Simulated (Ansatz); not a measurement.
Wanted: the native input for an Ansatz 0.2.0 run.

| Property | Result |
| --- | --- |
| Task | relaxation of cell and atoms |
| Functional | PBEsol |
| Potentials or basis | Ansatz PAW |
| Cutoff | 420 eV (not typed: the program's choice for these potentials) |
| k mesh | 8 × 8 × 5 |
| Occupations | fermi-dirac, width 0.05 eV |
| Spin | no spin polarisation |

Crystal: HfO2.

```
Hf O
1.0
     3.55802    0.00000    0.00000
     0.00000    3.55802    0.00000
     0.00000    0.00000    5.17186
Hf O
2 4
Direct
  0.00000 0.00000 0.00000
  0.50000 0.50000 0.50000
  0.00000 0.50000 0.19721
  0.50000 0.00000 0.30279
  0.50000 0.00000 0.80279
  0.00000 0.50000 0.69721
```

Measurements of this composition are mostly on another form, of space group No. 14.

The input as run:

input.yaml

```yaml
crystal:
  lattice:
    - [3.55801933, 0.0, 0.0]
    - [0.0, 3.55801933, 0.0]
    - [0.0, 0.0, 5.17186121]
  atoms:
    - { symbol: Hf, position: [0.0, 0.0, 0.0] }
    - { symbol: Hf, position: [0.5, 0.5, 0.5] }
    - { symbol: O, position: [0.0, 0.5, 0.19720788] }
    - { symbol: O, position: [0.5, 0.0, 0.30279212] }
    - { symbol: O, position: [0.5, 0.0, 0.80279212] }
    - { symbol: O, position: [0.0, 0.5, 0.69720788] }
hamiltonian:
  xc: pbesol
  pseudopotentials: { kind: paw }
kpoints:
  mp_grid: { grid: [8, 8, 5] }
scf:
  occupations: { method: fermi_dirac, width: 0.05 }
output:
  forces: true
  stress: true
  eigenvalues: true
relax:
  f_tol: 0.01
  max_steps: 40
  cell: { stress_tol: 0.05 }
```

Potentials or basis: Ansatz PAW.

The run is started by

```console
$ ansatz run input.yaml --threads 2 --pin off --max-ram 5632MiB --backend cpu --events-out ev --progress --plain --runs-dir out
```

It gave:

```
Relaxed volume                         : 10.95 Å³/atom
Relaxed cell                           : a = 3.567 Å, b = 3.567 Å, c = 5.166 Å, α = 90.00°, β = 90.00°, γ = 90.00°
Space group after relaxing (to 0.05 Å) : P4_2/nmc (No. 137)
Energy gained by relaxing              : 0.8 meV/atom
Ionic steps                            : 8
Pressure after relaxing                : 0.0 GPa
Band gap on the k mesh                 : 4.59 eV, indirect (least direct gap 4.65 eV)
```

Caveat: odd divisions of the mesh miss points on the zone boundary, where band edges often lie, so the gap on the mesh can be too wide; the plane-wave basis is chosen anew once the cell has moved, so the energies of steps on either side of that aren't comparable; the pressure holds a Pulay correction of +0.8 GPa for the finite cutoff; spin-orbit coupling is left out, which moves the levels of the heavy elements; the PAW data sets come from PBE, with cores solved anew for the run's functional, which leaves a small shift of forces and pressure.

It took 29 s on 2 threads of Arm Neoverse V1 (shared host), peak memory 0.42 GiB.
